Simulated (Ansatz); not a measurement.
## B started in the widest void in zincblende BN, 65 atoms, charge +2

All numbers come from Ansatz (PAW, plane waves, no spin–orbit coupling) at the single k point (¼, ¼, ¼) without its symmetry partners. The atoms were relaxed with PBEsol in a fixed cell; other functionals are single points on those atoms unless said otherwise. The valence top and gap of the host come from its small cell on a dense mesh, with the band extrema sought between the mesh points, lined up by the mean potential, PBEsol gap 4.30 eV, HSE06 gap 5.80 eV. The charge correction uses an assumed dielectric constant of 7.1.

Cell: a = 7.212 Å, b = 7.212 Å, c = 7.212 Å, α = 90.00°, β = 90.00°, γ = 90.00°.

Nearest atoms after relaxation, from the placed atom (for vacancies from the middle of the vacant sites): N at 1.49 Å, N at 1.49 Å, N at 1.49 Å, B at 1.71 Å, B at 1.71 Å, B at 1.71 Å, N at 2.26 Å, B at 2.32 Å.

Chemical potentials μ are those of reference phases of the elements at zero temperature by the same functional (the usual solids, diamond for C, grey Sn, and the molecules H2, N2, O2, F2, Cl2, Br2 and S8).

```
functional  E(defect) − E(host) − Σ nμ + q·E_VBM (eV)  monopole (eV)  alignment (eV)  formation energy at E_F = VBM (eV)  moment (μB)                         wall time, shared host
    PBEsol                                       5.47           1.60            0.12                                7.19          1.0  40 s on 7 threads of Neoverse-V2 (relaxation)
```

Estimate the formation energy and moment that HSE06 gives on these atoms.

6.00 eV at E_F = VBM (4.27 eV before the monopole term 1.60 eV and the alignment 0.13 eV), moment 1.0 μB.

How does the monopole term follow by hand for this cubic cell?

q²·α·e²/(4πε₀)/(2εL) with the Madelung constant α = 2.837 and e²/4πε₀ = 14.40 eV·Å: 4 × 2.837 × 14.40 / (2 × 7.1 × 7.212) = 1.60 eV.

HSE06 one-electron levels near the gap (the ten most localised at most), from the host's valence top, not corrected for the charge's images:

```tsv
level (eV)	spin	filling	atoms sharing it	element of the atom with most weight
2.78	up	1.00	5.3	B
5.48	down	0.00	6.9	B
```

All elements are taken at their own reference at once; growth conditions in equilibrium with the host shift these energies, by up to the host's formation enthalpy.

One k point and a cell of this size can leave errors of several tenths of an eV in such numbers.
